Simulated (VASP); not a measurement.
Input of a VASP 6.6.1 run:

File POSCAR:

```
Sr8Ti8HO23                              
1.0
    7.8804100000      0.0000000000      0.0000000000
    0.0000000000     -7.8804100000      0.0000000000
    0.0000000000      0.0000000000     -7.8804100000
  Sr              Ti              H               O             
     8     8     1    23
Direct
     0.2499162151224328    0.2467328987902402    0.2469437105540275
     0.2499197302107621    0.2467009286469883    0.7538087346531084
     0.2499128058507447    0.7535929988619406    0.2469047762522530
     0.2499167082040198    0.7536312031831491    0.7538371935221031
     0.7499692320054655    0.2469221246473927    0.2472060685458879
     0.7499079015475230    0.2468210963926611    0.7537629730541239
     0.7499860657979879    0.7534363104740499    0.2471668478968639
     0.7499136556693974    0.7535443386724890    0.7538144083159721
     0.9919800094545956    0.5001788884795147    0.5005526062148946
     0.0015382256082455    0.5001451337604270    0.0005369726816495
     0.0015467440676968    0.0001886830687722    0.5003576497263861
     0.9996614076555121    0.0001419175174244    0.0003669965053432
     0.5077237297521964    0.5002011114734620    0.5005115073688896
     0.4982016102716553    0.5001557346106972    0.0005382735460400
     0.4981962682493282    0.0001763032475323    0.5003381816455948
     0.5001819631019688    0.0001639122744648    0.0003064162740576
     0.2498512445281648    0.4999655749213108    0.5011258277205153
     0.2499738698955370    0.5000302955198880    0.0002747498380462
     0.2499452812512085    0.0001913422804394    0.5000532774028590
     0.2499803357692851    0.0000487939030413    0.0001441503800366
     0.7499100628491531    0.5001823355812677    0.5002999589500534
     0.7499344786211978    0.5000457537277845    0.0006254101983783
     0.7499611748223092    0.0000306324718297    0.5001156947884973
     0.7499515220463950    0.0000409365021807    0.0000921090302587
     0.0075635505005593    0.2528314369773163    0.5001980417873878
     0.9992084682268770    0.2499840344840328    0.0002222058560538
     0.0077614357325658    0.7473340715060390    0.5002450024713546
     0.9992216971716884    0.7500894778958719    0.0002117604820691
     0.4923508841876827    0.2527838774690588    0.5000307620227025
     0.5006816577962917    0.2500325307432901    0.0000482464165787
     0.4921609319760167    0.7474257395813348    0.5000009847890814
     0.5006796296249573    0.7501048787189729    0.0000551864903611
     0.0078035874621688    0.5000128759517886    0.2529965877829547
     0.0075348214612518    0.4999723136569899    0.7476596116813682
     0.9992187914848907    0.0000119420194720    0.2501848363373764
     0.9992328686763515    0.0000188656776195    0.7501995145676567
     0.4921597723331159    0.5000599314608920    0.2530026045099041
     0.4923512677312123    0.5000744238020529    0.7475749190451338
     0.5007042544004675    0.0000734202734254    0.2500561612921065
     0.5006571788811210    0.0000646107729002    0.7501140394020727
```

INCAR.step1

```
SYSTEM = Sr8Ti8HO23
PREC     = Normal         ! precision mode
ENCUT    = 400            ! plane-wave cutoff, eV
EDIFF    = 1E-5           ! SCF threshold, eV
ISMEAR   = 0              ! smearing method
SIGMA    = 0.01           ! smearing width, eV
LREAL    = Auto         
LASPH    = .TRUE.         ! aspherical terms in the spheres
NELM     = 80             ! most SCF steps
ALGO     = Normal         ! electronic algorithm
ISIF     = 2              ! what is computed and relaxed
LWAVE    = .TRUE.         ! write WAVECAR
LCHARG   = .FALSE.        ! write CHGCAR
NBANDS   = 184            ! bands
ICORELEVEL= 1            
NELECT   = 316.0        
GGA      = PE             ! functional
```

The input INCAR.step2:

```
SYSTEM = Sr8Ti8HO23
PREC     = Normal         ! precision mode
ENCUT    = 400            ! plane-wave cutoff, eV
EDIFF    = 1E-7           ! SCF threshold, eV
ISMEAR   = 0              ! smearing method
SIGMA    = 0.01           ! smearing width, eV
LREAL    = Auto         
LASPH    = .TRUE.         ! aspherical terms in the spheres
NELM     = 80             ! most SCF steps
ALGO     = Normal         ! electronic algorithm
ISIF     = 2              ! what is computed and relaxed
LWAVE    = .FALSE.        ! write WAVECAR
LCHARG   = .FALSE.        ! write CHGCAR
GGA      = PE             ! functional
LHFCALC  = .TRUE.         ! exact exchange
HFSCREEN = 0.2            ! screening, 1/A
PRECFOCK = Fast         
NBANDS   = 184            ! bands
ICORELEVEL= 1            
NELECT   = 316.0        
ISTART   = 1
```

Contents of KPOINTS:

```
regular mesh
0
G
  1 1 1
  0 0 0
```

Potentials or basis: VASP PAW PBE potentials, release 64 (Sr_sv, Ti_sv, H, O).

The run is started by

```sh
$ cat potpaw_PBE.64/Sr_sv/POTCAR potpaw_PBE.64/Ti_sv/POTCAR potpaw_PBE.64/H/POTCAR potpaw_PBE.64/O/POTCAR > POTCAR
$ cp INCAR.step1 INCAR
$ mpirun -np 8 vasp_gam > vasp.out
$ cp INCAR.step2 INCAR
$ mpirun -np 8 vasp_gam > vasp.out
```

(1) What does it give for the band gap on the k mesh?

(2) Predict the largest force.

Answers

(1) 0.47 eV, direct.

(2) 0.970 eV/Å.

Caveat: the cell is charged against a uniform background, so pressure and absolute levels hang on convention; the PAW data sets were made with another functional, which shifts forces and pressure a little.
